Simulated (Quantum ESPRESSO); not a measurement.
# HfB2 in Quantum ESPRESSO: the effect of Hubbard term

The system is HfB2.

```xyz
3
Lattice="3.1400 0.0000 0.0000 -1.5700 2.7193 0.0000 0.0000 0.0000 3.4800" Properties=species:S:1:pos:R:3 pbc="T T T"
Hf    0.0000    0.0000    0.0000
B     1.5700    0.9064    1.7400
B     0.0000    1.8129    1.7400
```

Alike in all runs:

```yaml
Program: Quantum ESPRESSO 7.5
Task: single point
Functional: PBEsol
Potentials_or_basis: GBRV 1.5 PBEsol
Cutoff: 612 eV
Density_cutoff: 4898 eV
k_mesh: 10 × 10 × 8
Occupations: fermi-dirac, width 0.05 eV
Spin: no spin polarisation
Hubbard_projectors: ortho-atomic
Mixing_beta: 0.3
Most_SCF_iterations: 120
SCF_threshold: 6e-10 Ry
```

| Hubbard term | pressure (GPa) |
| --- | --- |
| none | -3.8 |
| Hf d U = 1 eV | -2.4 |
| Hf d U = 2 eV | -1.0 |
| Hf d U = 3 eV | 0.5 |
| Hf d U = 4 eV | 2.0 |
| Hf d U = 5 eV | 3.7 |
| Hf d U = 6 eV | ? |
| Hf d U = 8 eV | 9.1 |

**Question.** What does the run with Hubbard term Hf d U = 6 eV give?

**Answer.** Pressure 5.4 GPa.

Worked out: A parabola through the other rows of the pressure, of slope 1.76 GPa per eV there, gives 5.4 GPa, against the run's 5.4.

Caveats: U without spin polarisation on a metal has little footing (some runs); the U is typed as a test and isn't derived for this compound (some runs).
